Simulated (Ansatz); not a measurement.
**Sn vacancy in SnO2**

Computed with DFT PBE, scalar-relativistic, plane waves, PAW in Ansatz. Settings: 420 eV cutoff, 3×3×3 k-mesh, Gaussian smearing of 0.01 eV, collinear spin.

Host crystal, relaxed:

```
Sn O
1.0
     4.82719    0.00000    0.00000
     0.00000    4.82719    0.00000
     0.00000    0.00000    3.23815
Sn O
2 4
Direct
  0.50000 0.50000 0.50000
  0.00000 0.00000 0.00000
  0.19342 0.80658 0.50000
  0.80658 0.19342 0.50000
  0.30658 0.30658 0.00000
  0.69342 0.69342 0.00000
```

Supercell of 24 atoms, rows in host cell vectors: -1 -1 0; -1 1 0; 1 0 -2. Atoms relax at the host's cell from a start displaced at random by 0.05 Å near the defect, so other minima may exist. The cell is small, so energies carry finite-size errors of tenths of an eV. The host's Kohn–Sham gap is 0.68 eV. Atoms are taken from and returned to the elements' standard states. Charged cells are corrected for image charges with the computed static dielectric tensor (mean 13.0) and aligned with the host's potential at far atoms (alignment terms reach 3.91 eV; the program doubts the alignment in some charges, where it is up to 3.91 eV). No band-filling term is added, and the Fermi level counts from the host's valence band top.

Defect: Sn vacancy set at (0.500, 0.500, 0.500) of the host cell. Before relaxation its nearest neighbours are 6 O at 2.09 Å.

```tsv
charge	E_f at the valence band top (eV)	over the neutral state (eV)	moment (μB)	largest move (Å)	atoms near the site
0	11.61	0.00	4.00	0.45	2 O at 2.04 Å, 1 O at 2.17 Å, 1 O at 2.18 Å, 1 O at 2.44 Å, 1 O at 2.45 Å
-1	11.72	0.10	3.00	0.12	2 O at 2.17 Å, 1 O at 2.20 Å, 2 O at 2.21 Å, 1 O at 2.22 Å
-2	12.16	0.55	2.00	0.13	1 O at 2.17 Å, 1 O at 2.18 Å, 2 O at 2.21 Å, 1 O at 2.22 Å, 1 O at 2.23 Å
-3	13.14	1.53	1.00	0.14	1 O at 2.16 Å, 1 O at 2.17 Å, 2 O at 2.21 Å, 1 O at 2.22 Å, 1 O at 2.23 Å
```

Among the charges computed the stable one is 0 at the valence band top, changing to -1 at 0.10 eV, changing to -2 at 0.45 eV. In charge -3 the extra carrier would gain by moving to a band edge of the host, so it isn't bound in the gap, though by less than the errors named above. In charge 0, -1, -2, -3 the cell has partly filled bands: a level of the defect may be part filled, the carrier may sit in the host's bands, or levels may cross between the k points, so transitions that involve it are doubtful. Without the alignment that the program doubts, the level (0/-1) would lie at -1.40 eV, outside the gap, so these runs don't decide whether the defect changes charge there. Without the alignment that the program doubts, the level (-1/-2) would lie at -0.85 eV, outside the gap, so these runs don't decide whether the defect changes charge there.